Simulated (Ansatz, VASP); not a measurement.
# Si: VASP beside Ansatz

Contents of INCAR:

```
SYSTEM = Si
PREC = Accurate
ENCUT = 520
EDIFF = 1E-6
ISMEAR = -1
SIGMA = 0.08
LREAL = .False.
LASPH = .True.
NELM = 80
ALGO = Normal
ISIF = 2
LWAVE = .False.
LCHARG = .False.
GGA = CA
NBANDS = 11
```

File KPOINTS:

```
Automatic mesh
0
Gamma
  11 11 11
  0 0 0
```

The input POSCAR:

```
Si
1.0
    0.0000000000      2.6880391347      2.6880391347
    2.6880391347      0.0000000000      2.6880391347
    2.6880391347      2.6880391347      0.0000000000
Si
2
Direct
    0.5000000000      0.5000000000      0.5000000000
    0.7500000000      0.7500000000      0.7500000000
```

Input for Ansatz:

```yaml
crystal:
  lattice:
    - [0.0, 2.6880391347, 2.6880391347]
    - [2.6880391347, 0.0, 2.6880391347]
    - [2.6880391347, 2.6880391347, 0.0]
  atoms:
    - { symbol: Si, position: [0.5, 0.5, 0.5] }
    - { symbol: Si, position: [0.75, 0.75, 0.75] }
kpoints:
  mp_grid: { grid: [11, 11, 11] }
scf:
  occupations: { method: fermi_dirac, width: 0.08 }
hamiltonian:
  xc: lda
  pseudopotentials: { kind: all_electron, lapw: { basis_error: 0.00025 } }
output:
  forces: true
  stress: true
  eigenvalues: true
```

Change from the starting cell: volume scaled by 0.97.

Alike in both runs: task single point; functional LDA; k mesh 11 × 11 × 11; occupations fermi-dirac, width 0.08 eV; no spin polarisation.

```csv
,VASP,Ansatz
version,VASP 6.6.1,Ansatz 0.2.0
potentials or method,"VASP PAW LDA potentials, release 64 (Si)","all-electron LAPW, scalar-relativistic"
plane-wave cutoff (eV),520,see its input
```

|  | VASP | Ansatz | Ansatz less VASP |
| --- | --- | --- | --- |
| pressure (GPa) | 1.5 | 1.4 | -0.12 |

Ansatz ran all-electron here, so the differences hold the error of VASP's frozen core and of both bases.

Caveats: an odd mesh through Γ misses points on the zone boundary, where band edges often lie.
